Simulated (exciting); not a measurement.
Write the native input for exciting (release sodium) that does the following.

* Task: single point
* Functional: PBEsol
* Potentials or basis: all-electron LAPW+lo, shipped species files, valence relativity iora*
* rgkmax: 9
* k mesh: 11 × 11 × 11
* Occupations: gaussian, width 0.02 eV
* Spin: no spin polarisation
* outputlevel: high
* gmaxvr (cutoff of density and potential): 14 1/bohr
* lmaxapw (and lmaxmat): 10
* lmaxvr: 8
* nempty: 12
* Valence relativity: iora*
* epsengy: 1e-05 Ha
* epspot: 1e-05 Ha
* maxscl: 60
* Muffin-tin radii: Ti 2.0 bohr

Ti:

```
CELL_PARAMETERS angstrom
2.87085 0.00000 0.00000
1.43543 2.48623 0.00000
1.43543 0.82874 2.34404
ATOMIC_POSITIONS crystal
Ti 0.00000 0.00000 0.00000
```

This isn't the form of Ti at room conditions, which is hcp.

The input as run:

input.xml

```xml
<input>
  <title>Ti</title>
  <structure speciespath="./" tshift="false">
    <crystal scale="1">
      <basevect>5.425126915615 0.000000000000 0.000000000000</basevect>
      <basevect>2.712563457808 4.698297727632 0.000000000000</basevect>
      <basevect>2.712563457808 1.566099242607 4.429597577719</basevect>
    </crystal>
    <species speciesfile="Ti.xml" rmt="2">
      <atom coord="0.000000000000 0.000000000000 0.000000000000"/>
    </species>
  </structure>
  <groundstate do="fromscratch" ngridk="11 11 11" rgkmax="9" gmaxvr="14" lmaxapw="10" lmaxmat="10" lmaxvr="8" xctype="GGA_PBE_SOL" stype="Gaussian" swidth="0.00073499" nempty="12" ValenceRelativity="iora*" epsengy="1e-05" epspot="1e-05" maxscl="60" tforce="true" outputlevel="high"/>
  <properties>
    <chargedensityplot>
      <plot3d>
        <box grid="15 15 15">
          <origin coord="0 0 0"/>
          <point coord="1 0 0"/>
          <point coord="0 1 0"/>
          <point coord="0 0 1"/>
        </box>
      </plot3d>
    </chargedensityplot>
    <elfplot>
      <plot3d>
        <box grid="15 15 15">
          <origin coord="0 0 0"/>
          <point coord="1 0 0"/>
          <point coord="0 1 0"/>
          <point coord="0 0 1"/>
        </box>
      </plot3d>
    </elfplot>
    <exccplot>
      <plot3d>
        <box grid="15 15 15">
          <origin coord="0 0 0"/>
          <point coord="1 0 0"/>
          <point coord="0 1 0"/>
          <point coord="0 0 1"/>
        </box>
      </plot3d>
    </exccplot>
  </properties>
</input>
```

Potentials or basis: all-electron LAPW+lo, shipped species files, valence relativity iora*.

The run is started by

```sh
$ OMP_NUM_THREADS=1 exciting_smp
```

It gave:

```json
{
  "Band gap on the k mesh": "none (metal or under the smearing width)",
  "All electrons inside the program's atomic spheres": "Ti 19.54 (radii Ti 2.0 bohr)"
}
```

Run time: 24 s on 1 thread of Intel(R) Xeon(R) Platinum 8488C (Sapphire Rapids), on a shared host, peak memory 0.1 GiB.
